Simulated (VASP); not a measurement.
# Sb (Fm-3m) in VASP: a series of runs

Runs on Sb. Level: r2SCAN. Tasks: single point.

All numbers are computed with VASP 6.6.1; they aren't measurements. Logs are shortened: lines on timing, memory, paths and dates and some standing lists are left out, and cuts for length are marked.

### Step 1. The crystal as given

The structure is cubic, space group Fm-3m (No. 225). The conventional cell has a = 4.742 Å, b = 4.742 Å, c = 4.742 Å, α = 90.00°, β = 90.00°, γ = 90.00°. Around Sb (site symmetry m-3m) lie 12 Sb at 3.35 Å.

This isn't the form of Sb at room conditions, which is rhombohedral.

### Step 2. Single point, r2SCAN

File INCAR:

```
PREC = Accurate
ENCUT = 700
EDIFF = 1E-6
ISMEAR = 1
SIGMA = 0.1
LREAL = F
LASPH = T
NELM = 100
ALGO = Normal
ISIF = 2
LWAVE = F
LCHARG = F
METAGGA = R2SCAN
LMIXTAU = T
NBANDS = 8
ADDGRID = F
```

File KPOINTS:

```
Automatic mesh
0
Gamma
  6 6 6
```

File POSCAR:

```
Sb
1.0
    0.0000000000      2.3712425216      2.3712425216
    2.3712425216      0.0000000000      2.3712425216
    2.3712425216      2.3712425216      0.0000000000
Sb
1
Direct
    0.0000000000      0.0000000000      0.0000000000
```

Potentials or basis: VASP PAW PBE potentials, release 64 (Sb).

Run with:

```sh
$ cat potpaw_PBE.64/Sb/POTCAR > POTCAR
$ mpirun -np 1 vasp_std > vasp.out
```

OUTCAR:

```text
PREC = Accurate
   ENCUT = 700
   EDIFF = 1E-6
   ISMEAR = 1
   LREAL = F
   LASPH = T
   NELM = 100
   ISIF = 2
   METAGGA = R2SCAN

 Found     16 irreducible k-points:

 Following reciprocal coordinates:
            Coordinates               Weight
  0.000000  0.000000  0.000000      1.000000
  0.166667  0.000000  0.000000      8.000000
  0.333333  0.000000  0.000000      8.000000
  0.500000  0.000000  0.000000      4.000000
  0.166667  0.166667  0.000000      6.000000
  0.333333  0.166667  0.000000     24.000000
   k-points           NKPTS =     16   k-points in BZ     NKDIM =     16   number of bands    NBANDS=      8
   number of dos      NEDOS =    301   number of ions     NIONS =      1
   total plane-waves  NPLWV =  27000
   dimension x,y,z NGX =    30 NGY =   30 NGZ =   30
   dimension x,y,z NGXF=    60 NGYF=   60 NGZF=   60
   ions per type =               1
   NGX,Y,Z   is equivalent  to a cutoff of  14.87, 14.87, 14.87 a.u.
   NGXF,Y,Z  is equivalent  to a cutoff of  29.74, 29.74, 29.74 a.u.
 SYSTEM =  unknown system
   PREC   = accura    normal or accurate (medium, high low for compatibility)
   ISTART =      0    job   : 0-new  1-cont  2-samecut
   ICHARG =      2    charge: 1-file 2-atom 10-const
   ISPIN  =      1    spin polarized calculation?
   LNONCOLLINEAR =      F non collinear calculations
   LSORBIT =      F    spin-orbit coupling
   LASPH  =      T    aspherical Exc in radial PAW
   ENCUT  =  700.0 eV  51.45 Ry    7.17 a.u.   7.23  7.23  7.23*2*pi/ulx,y,z
   NELM   =    100;   NELMIN=  2; NELMDL= -5     # of ELM steps
   EDIFF  = 0.1E-05   stopping-criterion for ELM
   LREAL  =      F    real-space projection
   EDIFFG = 0.1E-04   stopping-criterion for IOM
   NSW    =      0    number of steps for IOM
   IBRION =     -1    ionic relax: 0-MD 1-quasi-New 2-CG
   NFREE  =      0    steps in history (QN), initial steepest desc. (CG)
   ISIF   =      2    stress and relaxation
   ISYM   =      2    0-nonsym 1-usesym 2-fastsym
   POTIM  = 0.5000    time-step for ionic-motion
   TEBEG  =    0.0;   TEEND  =   0.0 temperature during run
   PSTRESS=    0.0 pullay stress
   NELECT =       5.0000    total number of electrons
   NUPDOWN=      -1.0000    fix difference up-down
   EMIN   =  10.00;   EMAX   =-10.00  energy-range for DOS
   EFERMI =   0.00;   METHOD = LEGACY
   ISMEAR =     1;   SIGMA  =   0.10  broadening in eV -4-tet -1-fermi 0-gaus
   EFERMI_NEDOS =   21; number of points for ismear=-14 and -15
   IALGO  =     38    algorithm
   IMIX   =      4    mixing-type and parameters
     AMIX     =   0.40;   BMIX     =  1.00
     AMIX_MAG =   1.60;   BMIX_MAG =  1.00
  volume/ion in A,a.u.               =      26.67       179.95
  Fermi-wavevector in a.u.,A,eV,Ry     =   0.937013  1.770697 11.945820  0.877993
  Thomas-Fermi vector in A             =   2.064081
   LORBIT       =      0    0 simple, 1 ext, 2 COOP (PROOUT), +10 PAW based schemes
   METAGGA = R2SCAN    functional components
   LHFCALC =     F    Hartree Fock is set to
   AEXX    =    0.0000 exact exchange contribution
   IVDW    =     0    specifies the selected vdW correction
   LEPSILON=     F    determine dielectric tensor
   LRPA    =     F    only Hartree local field effects (RPA)
 non-spin polarized calculation
 Methfessel and Paxton  Order N= 1 SIGMA  =   0.10
  energy-cutoff  :      700.00
  volume of cell :       26.67
 maximum number of plane-waves:      1139
 NGX is ok and might be reduce to    30
   NGX = 15   NGY = 15   NGZ = 15

 number of electron       5.0000000 magnetization

 Free energy of the ion-electron system (eV)
  ---------------------------------------------------
  ext. energy  EPLUGINS =         0.00000000
  ---------------------------------------------------
  free energy    TOTEN  =       -25.25689858 eV

  energy without entropy =      -25.25348229  energy(sigma->0) =      -25.25575982

 E-fermi :   8.8421     XC(G=0): -10.8855

 val. band max:        8.8365405486   @ k =  -0.3333   0.3333   0.1667
 cond. band min:       8.9009224962   @ k =  -0.3333   0.1667   0.0000
 fundamental gap:      0.0643819476
 Fermi energy:         8.8421164752

 k-point     1 :       0.0000    0.0000    0.0000
  band No.  band energies     occupation
      1      -5.0718      2.00000
      2      14.3020      0.00000
      3      14.3020      0.00000
      4      14.3020      0.00000
      5      19.0478      0.00000
      6      19.0478      0.00000
      7      19.0478      0.00000
      8      19.6151      0.00000

 k-point     2 :       0.1667    0.0000    0.0000
  band No.  band energies     occupation
      1      -4.4846      2.00000
      2      10.4244     -0.00000
      3      13.6535      0.00000
      4      13.6535      0.00000
      5      17.7480      0.00000
      6      19.9106      0.00000
      7      19.9106      0.00000
      8      21.7552      0.00000

 k-point     3 :       0.3333    0.0000    0.0000
  band No.  band energies     occupation
      1      -2.7825      2.00000
      2       5.3547      2.00000
      3      12.7879      0.00000
      4      12.7879      0.00000
      5      17.3576      0.00000
      6      18.8176      0.00000
      7      18.8176      0.00000
      8      20.1159      0.00000

 k-point     4 :       0.5000    0.0000    0.0000
  band No.  band energies     occupation
      1      -0.9886      2.00000
      2       2.3694      2.00000
      3      12.4578      0.00000
      4      12.4578      0.00000
      5      17.4295      0.00000
      6      18.1724      0.00000
      7      18.1724      0.00000
      8      19.0946      0.00000

 k-point     5 :       0.1667    0.1667    0.0000
  band No.  band energies     occupation
      1      -4.2877      2.00000
      2      11.8356      0.00000
      3      12.1238      0.00000
      4      12.1238      0.00000
      5      16.0390      0.00000
      6      18.1851      0.00000
      7      21.8978      0.00000
      8      21.8978      0.00000

 k-point     6 :       0.3333    0.1667    0.0000
  band No.  band energies     occupation
      1      -2.9451      2.00000
      2       7.2686      2.00000
      3      11.1024      0.00000
      4      11.1277      0.00000
      5      15.7897      0.00000
      6      18.0753      0.00000
      7      21.7605      0.00000
      8      21.8934      0.00000

 [... further k-points ...]

------------------------ aborting loop because EDIFF is reached ----------------------------------------

  FORCE on cell =-STRESS in cart. coord.  units (eV):
  Direction    XX          YY          ZZ          XY          YZ          ZX
  --------------------------------------------------------------------------------------
  -------------------------------------------------------------------------------------
  Total        0.1694584      0.1694584      0.1694584      0.0000000      0.0000000     -0.0000000
  in kB       10.1815938     10.1815938     10.1815938      0.0000000      0.0000000     -0.0000000
  external PRESSURE =      10.1815938 kB  Pullay stress =       0.0000000 kB

 VOLUME and BASIS-vectors are now :
 -----------------------------------------------------------------------------
  energy-cutoff  :      700.00
  volume of cell :       26.67
      direct lattice vectors                 reciprocal lattice vectors
     0.000000000  2.371242522  2.371242522    -0.210859916  0.210859916  0.210859916
     2.371242522  0.000000000  2.371242522     0.210859916 -0.210859916  0.210859916
     2.371242522  2.371242522  0.000000000     0.210859916  0.210859916 -0.210859916

 POSITION                                       TOTAL-FORCE (eV/Angst)
 -----------------------------------------------------------------------------------
      0.00000      0.00000      0.00000         0.000000      0.000000      0.000000
 -----------------------------------------------------------------------------------
    total drift:                               -0.000000     -0.000000     -0.000000

  FREE ENERGIE OF THE ION-ELECTRON SYSTEM (eV)
  ---------------------------------------------------
  free  energy   TOTEN  =       -25.2568985776 eV

  energy  without entropy=      -25.2534822912  energy(sigma->0) =      -25.25575982
```

It took 15 s on 1 thread of Intel Xeon 6975P-C (Granite Rapids), shared host; peak memory 0.17 GiB.

These settings aren't checked as converged: the numbers below hold their error.

Results:

| Quantity | Value |
| --- | --- |
| Free energy | -25.2569 eV |
| Pressure | 1.0 GPa |
| Band gap on the k mesh | none (metal or under the smearing width) |

Caveat: the k mesh is coarse (spacing up to 0.38 Å⁻¹), so the values aren't converged; the PAW data sets were made with another functional, which shifts forces and pressure a little.

### Step 3. Single point, r2SCAN

Edit INCAR of step 2 so:

```diff
@@ -1,3 +1,3 @@
 PREC = Accurate
-ENCUT = 700
+ENCUT = 550
 EDIFF = 1E-6
```

File KPOINTS:

```
Automatic mesh
0
Gamma
  7 7 7
```

POSCAR is that of step 2.

Potentials or basis: VASP PAW PBE potentials, release 64 (Sb).

Run with:

```sh
$ cat potpaw_PBE.64/Sb/POTCAR > POTCAR
$ mpirun -np 1 vasp_std > vasp.out
```

OUTCAR:

```text
PREC = Accurate
   ENCUT = 550
   EDIFF = 1E-6
   ISMEAR = 1
   LREAL = F
   LASPH = T
   NELM = 100
   ISIF = 2
   METAGGA = R2SCAN

 Found     20 irreducible k-points:

 Following reciprocal coordinates:
            Coordinates               Weight
  0.000000  0.000000  0.000000      1.000000
  0.142857  0.000000  0.000000      8.000000
  0.285714  0.000000  0.000000      8.000000
  0.428571  0.000000  0.000000      8.000000
  0.142857  0.142857  0.000000      6.000000
  0.285714  0.142857  0.000000     24.000000
   k-points           NKPTS =     20   k-points in BZ     NKDIM =     20   number of bands    NBANDS=      8
   number of dos      NEDOS =    301   number of ions     NIONS =      1
   total plane-waves  NPLWV =  21952
   dimension x,y,z NGX =    28 NGY =   28 NGZ =   28
   dimension x,y,z NGXF=    56 NGYF=   56 NGZF=   56
   ions per type =               1
   NGX,Y,Z   is equivalent  to a cutoff of  13.88, 13.88, 13.88 a.u.
   NGXF,Y,Z  is equivalent  to a cutoff of  27.76, 27.76, 27.76 a.u.
 SYSTEM =  unknown system
   PREC   = accura    normal or accurate (medium, high low for compatibility)
   ISTART =      0    job   : 0-new  1-cont  2-samecut
   ICHARG =      2    charge: 1-file 2-atom 10-const
   ISPIN  =      1    spin polarized calculation?
   LNONCOLLINEAR =      F non collinear calculations
   LSORBIT =      F    spin-orbit coupling
   LASPH  =      T    aspherical Exc in radial PAW
   ENCUT  =  550.0 eV  40.42 Ry    6.36 a.u.   6.41  6.41  6.41*2*pi/ulx,y,z
   NELM   =    100;   NELMIN=  2; NELMDL= -5     # of ELM steps
   EDIFF  = 0.1E-05   stopping-criterion for ELM
   LREAL  =      F    real-space projection
   EDIFFG = 0.1E-04   stopping-criterion for IOM
   NSW    =      0    number of steps for IOM
   IBRION =     -1    ionic relax: 0-MD 1-quasi-New 2-CG
   NFREE  =      0    steps in history (QN), initial steepest desc. (CG)
   ISIF   =      2    stress and relaxation
   ISYM   =      2    0-nonsym 1-usesym 2-fastsym
   POTIM  = 0.5000    time-step for ionic-motion
   TEBEG  =    0.0;   TEEND  =   0.0 temperature during run
   PSTRESS=    0.0 pullay stress
   NELECT =       5.0000    total number of electrons
   NUPDOWN=      -1.0000    fix difference up-down
   EMIN   =  10.00;   EMAX   =-10.00  energy-range for DOS
   EFERMI =   0.00;   METHOD = LEGACY
   ISMEAR =     1;   SIGMA  =   0.10  broadening in eV -4-tet -1-fermi 0-gaus
   EFERMI_NEDOS =   21; number of points for ismear=-14 and -15
   IALGO  =     38    algorithm
   IMIX   =      4    mixing-type and parameters
     AMIX     =   0.40;   BMIX     =  1.00
     AMIX_MAG =   1.60;   BMIX_MAG =  1.00
  volume/ion in A,a.u.               =      26.67       179.95
  Fermi-wavevector in a.u.,A,eV,Ry     =   0.937013  1.770697 11.945820  0.877993
  Thomas-Fermi vector in A             =   2.064081
   LORBIT       =      0    0 simple, 1 ext, 2 COOP (PROOUT), +10 PAW based schemes
   METAGGA = R2SCAN    functional components
   LHFCALC =     F    Hartree Fock is set to
   AEXX    =    0.0000 exact exchange contribution
   IVDW    =     0    specifies the selected vdW correction
   LEPSILON=     F    determine dielectric tensor
   LRPA    =     F    only Hartree local field effects (RPA)
 non-spin polarized calculation
 Methfessel and Paxton  Order N= 1 SIGMA  =   0.10
  energy-cutoff  :      550.00
  volume of cell :       26.67
 maximum number of plane-waves:       801
 NGX is ok and might be reduce to    28
   NGX = 13   NGY = 13   NGZ = 13

 number of electron       5.0000000 magnetization

 Free energy of the ion-electron system (eV)
  ---------------------------------------------------
  ext. energy  EPLUGINS =         0.00000000
  ---------------------------------------------------
  free energy    TOTEN  =       -25.21064521 eV

  energy without entropy =      -25.20596274  energy(sigma->0) =      -25.20908439

 E-fermi :   8.3369     XC(G=0): -10.8873

 val. band max:        8.3358818575   @ k =   0.4286   0.2857   0.0000
 cond. band min:       8.3560603767   @ k =   0.2857   0.1429   0.0000
 fundamental gap:      0.0201785193
 Fermi energy:         8.3369031394

 k-point     1 :       0.0000    0.0000    0.0000
  band No.  band energies     occupation
      1      -5.0764      2.00000
      2      14.2982      0.00000
      3      14.2982      0.00000
      4      14.2982      0.00000
      5      19.0337      0.00000
      6      19.0337      0.00000
      7      19.0337      0.00000
      8      19.6145      0.00000

 k-point     2 :       0.1429    0.0000    0.0000
  band No.  band energies     occupation
      1      -4.6445      2.00000
      2      11.1817      0.00000
      3      13.7879      0.00000
      4      13.7879      0.00000
      5      17.8570      0.00000
      6      19.7899      0.00000
      7      19.7899      0.00000
      8      21.8867      0.00000

 k-point     3 :       0.2857    0.0000    0.0000
  band No.  band energies     occupation
      1      -3.3746      2.00000
      2       6.7015      2.00000
      3      12.9889      0.00000
      4      12.9889      0.00000
      5      17.3926      0.00000
      6      19.1956      0.00000
      7      19.1956      0.00000
      8      20.6890      0.00000

 k-point     4 :       0.4286    0.0000    0.0000
  band No.  band energies     occupation
      1      -1.5203      2.00000
      2       3.1133      2.00000
      3      12.5136      0.00000
      4      12.5136      0.00000
      5      17.3856      0.00000
      6      18.2850      0.00000
      7      18.2850      0.00000
      8      19.3121      0.00000

 k-point     5 :       0.1429    0.1429    0.0000
  band No.  band energies     occupation
      1      -4.5000      2.00000
      2      12.3835      0.00000
      3      12.5280      0.00000
      4      12.5280      0.00000
      5      16.4158      0.00000
      6      18.9797      0.00000
      7      21.3100      0.00000
      8      21.3100      0.00000

 k-point     6 :       0.2857    0.1429    0.0000
  band No.  band energies     occupation
      1      -3.5049      2.00000
      2       8.3561      0.68226
      3      11.5540      0.00000
      4      11.9361      0.00000
      5      16.3466      0.00000
      6      18.0637      0.00000
      7      21.3848      0.00000
      8      21.6975      0.00000

 [... further k-points ...]

------------------------ aborting loop because EDIFF is reached ----------------------------------------

  FORCE on cell =-STRESS in cart. coord.  units (eV):
  Direction    XX          YY          ZZ          XY          YZ          ZX
  --------------------------------------------------------------------------------------
  -------------------------------------------------------------------------------------
  Total       -0.0149240     -0.0149240     -0.0149240     -0.0000000      0.0000000      0.0000000
  in kB       -0.8966802     -0.8966802     -0.8966802     -0.0000000      0.0000000      0.0000000
  external PRESSURE =      -0.8966802 kB  Pullay stress =       0.0000000 kB

 VOLUME and BASIS-vectors are now :
 -----------------------------------------------------------------------------
  energy-cutoff  :      550.00
  volume of cell :       26.67
      direct lattice vectors                 reciprocal lattice vectors
     0.000000000  2.371242522  2.371242522    -0.210859916  0.210859916  0.210859916
     2.371242522  0.000000000  2.371242522     0.210859916 -0.210859916  0.210859916
     2.371242522  2.371242522  0.000000000     0.210859916  0.210859916 -0.210859916

 POSITION                                       TOTAL-FORCE (eV/Angst)
 -----------------------------------------------------------------------------------
      0.00000      0.00000      0.00000        -0.000000      0.000000     -0.000000
 -----------------------------------------------------------------------------------
    total drift:                                0.000000      0.000000      0.000000

  FREE ENERGIE OF THE ION-ELECTRON SYSTEM (eV)
  ---------------------------------------------------
  free  energy   TOTEN  =       -25.2106452096 eV

  energy  without entropy=      -25.2059627384  energy(sigma->0) =      -25.20908439
```

stdout:

```text
POSCAR found type information on POSCAR Sb
 POSCAR found :  1 types and       1 ions
 scaLAPACK will be used
 -----------------------------------------------------------------------------
|                                                                             |
|                                                                             |
|     You enforced a specific xc type in the INCAR file but a different       |
|     I HOPE YOU KNOW WHAT YOU ARE DOING!                                     |
|                                                                             |
 -----------------------------------------------------------------------------

 LDA part: xc-table for (None), standard interpolation
 POSCAR, INCAR and KPOINTS ok, starting setup
 FFT: planning ... GRIDC
 FFT: planning ... GRID_SOFT
 FFT: planning ... GRID
 WAVECAR not read
 entering main loop
```

Run time: 14 s. Hardware: 1 thread of Intel Xeon 6975P-C (Granite Rapids), shared host; peak memory 0.16 GiB.

The run converged, but some of its settings lie outside the range that counts as converged, so its numbers aren't taken as properties of the crystal.

What came out:

```yaml
Free_energy: -25.2106 eV
Pressure: -0.1 GPa
Band_gap_on_the_k_mesh: none (metal or under the smearing width)
```

Caveat: the PAW data sets were made with another functional, which shifts forces and pressure a little.

### Step 4. Single point, r2SCAN

Edit INCAR of step 3 so:

```diff
@@ -1,3 +1,3 @@
 PREC = Accurate
-ENCUT = 550
+ENCUT = 350
 EDIFF = 1E-6
```

File KPOINTS:

```
Automatic mesh
0
Gamma
  9 9 9
```

POSCAR is that of step 3.

Run with:

```sh
$ cat potpaw_PBE.64/Sb/POTCAR > POTCAR
$ mpirun -np 1 vasp_std > vasp.out
```

Run time: 10 s. Hardware: 1 thread of Intel Xeon 6975P-C (Granite Rapids), shared host; peak memory 0.12 GiB.

The run converged, but some of its settings lie outside the range that counts as converged, so its numbers aren't taken as properties of the crystal.

Results:

```yaml
Free_energy: -25.2173 eV
Pressure: 1.3 GPa
Band_gap_on_the_k_mesh: none (metal or under the smearing width)
```

Caveat: the PAW data sets were made with another functional, which shifts forces and pressure a little.

### Step 5. Single point, r2SCAN

Edit INCAR of step 4 so:

```diff
@@ -1,3 +1,3 @@
 PREC = Accurate
-ENCUT = 350
+ENCUT = 700
 EDIFF = 1E-6
```

File KPOINTS:

```
Automatic mesh
0
Gamma
  7 7 7
```

POSCAR is that of step 4.

Run with:

```sh
$ cat potpaw_PBE.64/Sb/POTCAR > POTCAR
$ mpirun -np 1 vasp_std > vasp.out
```

It took 19 s on 1 thread of Intel Xeon 6975P-C (Granite Rapids), shared host; peak memory 0.17 GiB.

These settings aren't checked as converged: the numbers below hold their error.

Results:

| Item | Value |
| --- | --- |
| Free energy | -25.2107 eV |
| Pressure | -0.1 GPa |
| Band gap on the k mesh | none (metal or under the smearing width) |

Caveat: the PAW data sets were made with another functional, which shifts forces and pressure a little.

### Step 6. The reference run

An earlier run on the cell as given: functional PBEsol; potentials or basis VASP PAW PBE potentials, release 64 (Sb); cutoff 520 eV; k mesh 10 × 10 × 10; occupations fermi-dirac, width 0.05 eV; no spin polarisation.

* Pressure: -1.2 GPa
* Band gap on the k mesh: none (metal or under the smearing width)
